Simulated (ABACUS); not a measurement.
# W (Im-3m) in ABACUS: a series of runs

One crystal, W, is run at these levels: PBE; tasks: equation of state.

All numbers are computed with ABACUS 3.10.1; they aren't measurements. Logs are shortened: lines on timing, memory, paths and dates and some standing lists are left out, and cuts for length are marked.

### 1 The structure

Symmetry: Im-3m, No. 229, cubic system. Conventional cell: a = 3.165 Å, b = 3.165 Å, c = 3.165 Å, α = 90.00°, β = 90.00°, γ = 90.00°. W (site symmetry m-3m) has 8 W at 2.74 Å as nearest neighbours.

### 2 Equation of state, PBE, 14.90 Å³/atom (volume scaled by 0.94)

File INPUT:

```
INPUT_PARAMETERS
suffix              W
calculation         scf
basis_type          lcao
pseudo_dir          ./
orbital_dir         ./
symmetry            1
dft_functional      pbe
ecutwfc             100
pseudo_rcut         10
nspin               1
nbands              11
ks_solver           genelpa
smearing_method     fd
smearing_sigma      0.00367493
scf_thr             1e-07
scf_nmax            100
mixing_type         broyden
mixing_beta         0.7
cal_force           1
cal_stress          1
out_mul             1
```

File STRU:

```
ATOMIC_SPECIES
W 183.8400 W.upf

NUMERICAL_ORBITAL
W_confined-atom_7au_3s2p2d1f.orb

LATTICE_CONSTANT
1.8897261246

LATTICE_VECTORS
-1.5500431812 1.5500431812 1.5500431812
1.5500431812 -1.5500431812 1.5500431812
1.5500431812 1.5500431812 -1.5500431812

ATOMIC_POSITIONS
Direct

W
0.0
1
0.0000000000 0.0000000000 0.0000000000 1 1 1
```

File KPT:

```
K_POINTS
0
Gamma
12 12 12 0 0 0
```

Potentials or basis: PseudoDojo NC SR 0.4.1 PBE standard, DZP LCAO (the cutoffs set its grid).

On the command line:

```console
$ OMP_NUM_THREADS=1 mpirun -np 4 abacus > log
```

running log:

```text
ABACUS v3.10.1

               Atomic-orbital Based Ab-initio Computation at UStc

 ------------------------------------------------------------------------------------

 READING GENERAL INFORMATION
                           global_out_dir = OUT.W/
                           global_in_card = INPUT
                               pseudo_dir = ./
                              orbital_dir = ./
                                    DSIZE = 4
                                    GSIZE = 1

 READING UNITCELL INFORMATION
                                    ntype = 1
                  lattice constant (Bohr) = 1.88973
              lattice constant (Angstrom) = 1

 READING ATOM TYPE 1
                               atom label = W
                      L=0, number of zeta = 3
                      L=1, number of zeta = 2
                      L=2, number of zeta = 2
                      L=3, number of zeta = 1
             number of atom for this type = 1

                        TOTAL ATOM NUMBER = 1
DIRECT COORDINATES
    atom                   x                   y                   z     mag                  vx                  vy                  vz
taud_W1            0.0000000000        0.0000000000        0.0000000000  0.0000        0.0000000000        0.0000000000        0.0000000000

                          Volume (Bohr^3) = 100.528
                             Volume (A^3) = 14.8967

 Lattice vectors: (Cartesian coordinate: in unit of a_0)
             -1.55004            +1.55004            +1.55004
             +1.55004            -1.55004            +1.55004
             +1.55004            +1.55004            -1.55004
 Reciprocal vectors: (Cartesian coordinate: in unit of 2 pi/a_0)
                   +0           +0.322572           +0.322572
            +0.322572                  +0           +0.322572
            +0.322572           +0.322572                  +0
 The esolver type has been set to : ksdft_lcao

                PAO radial cut off (Bohr) = 10

 Read in pseudopotential file is W.upf
                     pseudopotential type = NC
          exchange-correlation functional = PBE
                 nonlocal core correction = 1
                        valence electrons = 14
                                     lmax = 3
                           number of zeta = 4
                     number of projectors = 8
                           L of projector = 0
                           L of projector = 0
                           L of projector = 1
                           L of projector = 1
                           L of projector = 2
                           L of projector = 2
                           L of projector = 3
                           L of projector = 3
     initial pseudo atomic orbital number = 10

 SETUP THE ELECTRONS NUMBER
             electron number of element W = 14
       total electron number of element W = 14
            AUTOSET number of electrons:  = 14
                           occupied bands = 7
                                   NLOCAL = 26
                                   NBANDS = 11
                                   NBANDS = 11
                                   NLOCAL = 26

%%%%%%%%%%%%%%%%%%%%%%%%%%%%%%%%%%%%%%%%%%%%%%%%%%%%%%%%%%%%%%%%%%%%%%%%%%%%%%%%%%%%%%%%%%%%%%%%%%%%%%%%%%
 Warning: the number of valence electrons in pseudopotential > 6 for W: [Xe] 4f14 5d4 6s2
 Pseudopotentials with additional electrons can yield (more) accurate outcomes, but may be less efficient.
 If you're confident that your chosen pseudopotential is appropriate, you can safely ignore this warning.
%%%%%%%%%%%%%%%%%%%%%%%%%%%%%%%%%%%%%%%%%%%%%%%%%%%%%%%%%%%%%%%%%%%%%%%%%%%%%%%%%%%%%%%%%%%%%%%%%%%%%%%%%%

 SETUP THE PLANE WAVE BASIS
 energy cutoff for charge/potential (unit:Ry) = 400
            fft grid for charge/potential = [ 36, 36, 36 ]
                        fft grid division = [ 3, 3, 3 ]
        big fft grid for charge/potential = [ 12, 12, 12 ]
                                     nbxx = 432
                                     nrxx = 11664

 SETUP PLANE WAVES FOR CHARGE/POTENTIAL
                    number of plane waves = 13571
                         number of sticks = 773

 PARALLEL PW FOR CHARGE/POTENTIAL
     PROC   COLUMNS(POT)             PW
        1            193           3392
        2            193           3392
        3            194           3394
        4            193           3393
 --------------- sum -------------------
        4            773          13571
                            number of |g| = 158
                                  max |g| = 36.0022
                                  min |g| = 0

----------- Double Check Mixing Parameters Begin ------------
mixing_type: broyden
mixing_beta: 0.7
mixing_gg0: 1
mixing_gg0_min: 0.1
mixing_ndim: 8
----------- Double Check Mixing Parameters End ------------

 LATTICE VECTORS: (CARTESIAN COORDINATE: IN UNIT OF A0)
[... 65 lines left out ...]

[... K-POINTS DIRECT COORDINATES: 72 rows ...]

 SETUP PLANE WAVES FOR WAVE FUNCTIONS
     energy cutoff for wavefunc (unit:Ry) = 100
              fft grid for wave functions = [ 36, 36, 36 ]
                    number of plane waves = 2899
                         number of sticks = 277

 PARALLEL PW FOR WAVE FUNCTIONS
     PROC   COLUMNS(POT)             PW
        1             70            726
        2             69            724
        3             69            724
        4             69            725
 --------------- sum -------------------
        4            277           2899

 SET NONLOCAL PSEUDOPOTENTIAL PROJECTORS
 max number of nonlocal projetors among all species is 8

 -------------------------------------------
 SELF-CONSISTENT
 -------------------------------------------

 SETUP SEARCHING RADIUS FOR PROGRAM TO SEARCH ADJACENT ATOMS
                  longest orb rcut (Bohr) = 7
   longest nonlocal projector rcut (Bohr) = 2.06
                     search radius (Bohr) = 18.1
              searching radius is (Bohr)) = 18.1
         searching radius unit is (Bohr)) = 1.89
                         PeriodicBoundary = 1
                        Radius(unit:lat0) = 9.59
                                   glayer = [ 6, 6, 6 ]
                             glayer_minus = [ 5, 5, 5 ]

Find the coordinate range of the input atom(unit:lat0).
                                  min_tau = [ -23.3, -23.3, -23.3 ]
                                  max_tau = [ 23.3, 23.3, 23.3 ]
                                BoxNumber = [ 11, 11, 11 ]

 SETUP EXTENDED REAL SPACE GRID FOR GRID INTEGRATION
                          real space grid = [ 36, 36, 36 ]
                 big cell numbers in grid = [ 12, 12, 12 ]
             meshcell numbers in big cell = [ 3, 3, 3 ]
                        extended fft grid = [ 21, 21, 21 ]
                dimension of extened grid = [ 55, 55, 55 ]
                            UnitCellTotal = 125
              Atom number in sub-FFT-grid = 1
    Local orbitals number in sub-FFT-grid = 26
                                ParaV.nnr = 25181
                                 init_chg = atomic

 LCAO ALGORITHM --------------- ION=   1  ELEC=   1--------------------------------

 Density error is 0.0516145386958
----------------------------------------------------------
     Energy           Rydberg                 eV
----------------------------------------------------------
 E_KohnSham     -151.6877651759      -2063.8179232789
 E_Harris       -152.6484368770      -2076.8885323200
 E_Fermi        1.7997059967         24.4862562795
----------------------------------------------------------
[... 56 lines left out ...]
 LCAO ALGORITHM --------------- ION=   1  ELEC=   7--------------------------------

 Density error is 1.3939528724e-08
----------------------------------------------------------
     Energy           Rydberg                 eV
----------------------------------------------------------
 E_KohnSham     -151.6920209498      -2063.8758260526
 E_KS(sigma->0) -151.6918384573      -2063.8733431153
 E_Harris       -151.6920212177      -2063.8758296971
 E_band         -4.4583225825        -60.6585906443
 E_one_elec     -11.8605388906       -161.3709102626
 E_Hartree      15.1824823890        206.5682702751
 E_xc           -33.2567709169       -452.4815815504
 E_Ewald        -121.7568285464      -1656.5866386401
 E_entropy(-TS) -0.0003649849        -0.0049658746
 E_descf        0.0000000000         0.0000000000
 E_exx          0.0000000000         0.0000000000
 E_Fermi        1.7768051683         24.1746745247
----------------------------------------------------------

 charge density convergence is achieved
 final etot is -2063.8758261 eV
 EFERMI = 24.174674525 eV

 STATE ENERGY(eV) AND OCCUPATIONS    NSPIN == 1
 1/72 kpoint (Cartesian) = 0.0000 0.0000 0.0000 (427 pws)
       1       -49.9459     0.00115741
       2       -13.3990     0.00115741
       3       -13.3990     0.00115741
       4       -13.3990     0.00115741
       5        14.2099     0.00115741
       6        22.8594     0.00115741
       7        22.8594     0.00115741
       8        22.8594     0.00115741
       9        26.7277    7.72350e-26
      10        26.7277    7.72350e-26
      11        38.8800        0.00000
[... 53 lines left out ...]
 6/72 kpoint (Cartesian) = 0.13440 -0.13440 0.0000 (424 pws)
       1       -49.7816      0.0138889
       2       -14.8772      0.0138889
       3       -13.8721      0.0138889
       4       -13.4101      0.0138889
       5        17.5434      0.0138889
       6        20.4387      0.0138889
       7        24.1489     0.00869614
       8        26.6397    5.39578e-24
       9        27.4448    5.47494e-31
      10        29.9277    1.48809e-52
      11        36.4239        0.00000

[... levels at 66 further k points ...]

 correction force for each atom along direction 1 is 1.27808e-13
 correction force for each atom along direction 2 is 1.97413e-13
 correction force for each atom along direction 3 is 3.42995e-15
------------------------------------------------------------------------------------------
 TOTAL-FORCE (eV/Angstrom)
------------------------------------------------------------------------------------------
                        W1         0.0000000000         0.0000000000         0.0000000000
------------------------------------------------------------------------------------------

----------------------------------------------------------------
 TOTAL-STRESS (KBAR)
----------------------------------------------------------------
       303.6377872438         0.0000000000         0.0000000000
         0.0000000000       303.6377872438         0.0000000000
        -0.0000000000        -0.0000000000       303.6377872438
----------------------------------------------------------------
 TOTAL-PRESSURE: 303.637787 KBAR

 --------------------------------------------
 !FINAL_ETOT_IS -2063.8758260526392405 eV
 --------------------------------------------
```

It took 3.9 s on 4 MPI ranks of AMD EPYC 7B13 (Zen 3), shared host; peak memory 0.4 GiB.

Results:

* Free energy: -2063.8758 eV
* Pressure: 30.4 GPa
* Band gap on the k mesh: none (metal or under the smearing width)

Caveat: the atomic orbitals were generated for these runs and aren't a published set; the basis of atomic orbitals isn't converged, which shifts pressures, moduli and gaps.

### 3 Equation of state, PBE, 15.21 Å³/atom (volume scaled by 0.96)

INPUT is that of step 2.

File STRU:

```
ATOMIC_SPECIES
W 183.8400 W.upf

NUMERICAL_ORBITAL
W_confined-atom_7au_3s2p2d1f.orb

LATTICE_CONSTANT
1.8897261246

LATTICE_VECTORS
-1.5609593379 1.5609593379 1.5609593379
1.5609593379 -1.5609593379 1.5609593379
1.5609593379 1.5609593379 -1.5609593379

ATOMIC_POSITIONS
Direct

W
0.0
1
0.0000000000 0.0000000000 0.0000000000 1 1 1
```

KPT is that of step 2.

Potentials or basis: PseudoDojo NC SR 0.4.1 PBE standard, DZP LCAO (the cutoffs set its grid).

On the command line:

```console
$ OMP_NUM_THREADS=1 mpirun -np 4 abacus > log
```

It took 3.7 s on 4 MPI ranks of AMD EPYC 7B13 (Zen 3), shared host; peak memory 0.4 GiB.

Results (log left out):

```yaml
Free_energy: -2063.9274 eV
Pressure: 22.0 GPa
Band_gap_on_the_k_mesh: none (metal or under the smearing width)
```

Caveat: the atomic orbitals were generated for these runs and aren't a published set; the basis of atomic orbitals isn't converged, which shifts pressures, moduli and gaps.

### 4 Equation of state, PBE, 15.53 Å³/atom (volume scaled by 0.98)

INPUT is that of step 3.

File STRU:

```
ATOMIC_SPECIES
W 183.8400 W.upf

NUMERICAL_ORBITAL
W_confined-atom_7au_3s2p2d1f.orb

LATTICE_CONSTANT
1.8897261246

LATTICE_VECTORS
-1.5717249149 1.5717249149 1.5717249149
1.5717249149 -1.5717249149 1.5717249149
1.5717249149 1.5717249149 -1.5717249149

ATOMIC_POSITIONS
Direct

W
0.0
1
0.0000000000 0.0000000000 0.0000000000 1 1 1
```

KPT is that of step 3.

On the command line:

```console
$ OMP_NUM_THREADS=1 mpirun -np 4 abacus > log
```

It took 3.7 s on 4 MPI ranks of AMD EPYC 7B13 (Zen 3), shared host; peak memory 0.4 GiB.

It converged, with:

```
Free energy            : -2063.9632 eV
Pressure               : 14.3 GPa
Band gap on the k mesh : none (metal or under the smearing width)
```

Caveat: the atomic orbitals were generated for these runs and aren't a published set; the basis of atomic orbitals isn't converged, which shifts pressures, moduli and gaps.

### 5 Equation of state, PBE, 15.85 Å³/atom

INPUT is that of step 4.

File STRU:

```
ATOMIC_SPECIES
W 183.8400 W.upf

NUMERICAL_ORBITAL
W_confined-atom_7au_3s2p2d1f.orb

LATTICE_CONSTANT
1.8897261246

LATTICE_VECTORS
-1.5823450000 1.5823450000 1.5823450000
1.5823450000 -1.5823450000 1.5823450000
1.5823450000 1.5823450000 -1.5823450000

ATOMIC_POSITIONS
Direct

W
0.0
1
0.0000000000 0.0000000000 0.0000000000 1 1 1
```

KPT is that of step 4.

On the command line:

```console
$ OMP_NUM_THREADS=1 mpirun -np 4 abacus > log
```

Run time: 3.6 s. Hardware: 4 MPI ranks of AMD EPYC 7B13 (Zen 3), shared host; peak memory 0.4 GiB.

It converged, with:

| Quantity | Value |
| --- | --- |
| Free energy | -2063.9845 eV |
| Pressure | 7.4 GPa |
| Band gap on the k mesh | none (metal or under the smearing width) |

Caveat: the atomic orbitals were generated for these runs and aren't a published set; the basis of atomic orbitals isn't converged, which shifts pressures, moduli and gaps.

### 6 Equation of state, PBE, 16.16 Å³/atom (volume scaled by 1.02)

INPUT is that of step 5.

File STRU:

```
ATOMIC_SPECIES
W 183.8400 W.upf

NUMERICAL_ORBITAL
W_confined-atom_7au_3s2p2d1f.orb

LATTICE_CONSTANT
1.8897261246

LATTICE_VECTORS
-1.5928244114 1.5928244114 1.5928244114
1.5928244114 -1.5928244114 1.5928244114
1.5928244114 1.5928244114 -1.5928244114

ATOMIC_POSITIONS
Direct

W
0.0
1
0.0000000000 0.0000000000 0.0000000000 1 1 1
```

KPT is that of step 5.

Potentials or basis: PseudoDojo NC SR 0.4.1 PBE standard, DZP LCAO (the cutoffs set its grid).

On the command line:

```console
$ OMP_NUM_THREADS=1 mpirun -np 4 abacus > log
```

Wall time 3.6 s (4 MPI ranks of AMD EPYC 7B13 (Zen 3), shared host); peak memory 0.4 GiB.

The run converged. Its results:

```yaml
Free_energy: -2063.9927 eV
Pressure: 1.0 GPa
Band_gap_on_the_k_mesh: none (metal or under the smearing width)
```

Caveat: the atomic orbitals were generated for these runs and aren't a published set; the basis of atomic orbitals isn't converged, which shifts pressures, moduli and gaps.

### 7 Equation of state, PBE, 16.48 Å³/atom (volume scaled by 1.04)

INPUT is that of step 6.

File STRU:

```
ATOMIC_SPECIES
W 183.8400 W.upf

NUMERICAL_ORBITAL
W_confined-atom_7au_3s2p2d1f.orb

LATTICE_CONSTANT
1.8897261246

LATTICE_VECTORS
-1.6031677168 1.6031677168 1.6031677168
1.6031677168 -1.6031677168 1.6031677168
1.6031677168 1.6031677168 -1.6031677168

ATOMIC_POSITIONS
Direct

W
0.0
1
0.0000000000 0.0000000000 0.0000000000 1 1 1
```

KPT is that of step 6.

On the command line:

```console
$ OMP_NUM_THREADS=1 mpirun -np 4 abacus > log
```

It took 3.5 s on 4 MPI ranks of AMD EPYC 7B13 (Zen 3), shared host; peak memory 0.4 GiB.

The run converged. Its results:

```
Free energy            : -2063.9890 eV
Pressure               : -4.7 GPa
Band gap on the k mesh : none (metal or under the smearing width)
```

Caveat: the atomic orbitals were generated for these runs and aren't a published set; the basis of atomic orbitals isn't converged, which shifts pressures, moduli and gaps.

### 8 Equation of state, PBE, 16.80 Å³/atom (volume scaled by 1.06)

INPUT is that of step 7.

File STRU:

```
ATOMIC_SPECIES
W 183.8400 W.upf

NUMERICAL_ORBITAL
W_confined-atom_7au_3s2p2d1f.orb

LATTICE_CONSTANT
1.8897261246

LATTICE_VECTORS
-1.6133792515 1.6133792515 1.6133792515
1.6133792515 -1.6133792515 1.6133792515
1.6133792515 1.6133792515 -1.6133792515

ATOMIC_POSITIONS
Direct

W
0.0
1
0.0000000000 0.0000000000 0.0000000000 1 1 1
```

KPT is that of step 7.

On the command line:

```console
$ OMP_NUM_THREADS=1 mpirun -np 4 abacus > log
```

It took 3.6 s on 4 MPI ranks of AMD EPYC 7B13 (Zen 3), shared host; peak memory 0.4 GiB.

The run converged. Its results:

```
Free energy            : -2063.9743 eV
Pressure               : -10.0 GPa
Band gap on the k mesh : none (metal or under the smearing width)
```

Caveat: the atomic orbitals were generated for these runs and aren't a published set; the basis of atomic orbitals isn't converged, which shifts pressures, moduli and gaps.

### 9 Equation of state, PBE

Potentials or basis: PseudoDojo NC SR 0.4.1 PBE standard, DZP LCAO (the cutoffs set its grid).

This step only gathers the single runs of the series.

Results:

| Property | Result |
| --- | --- |
| Equilibrium volume | 16.22 Å³/atom |
| Bulk modulus | 304 GPa |
| Pressure derivative of the bulk modulus | 3.8 |

Energy against volume, from the lowest point:
```csv
volume (Å³/atom),energy (meV/atom)
14.897,116.89
15.214,65.30
15.531,29.52
15.848,8.19
16.165,0.00
16.482,3.73
16.798,18.39
```

Caveat: the atomic orbitals were generated for these runs and aren't a published set; the basis of atomic orbitals isn't converged, which shifts pressures, moduli and gaps.
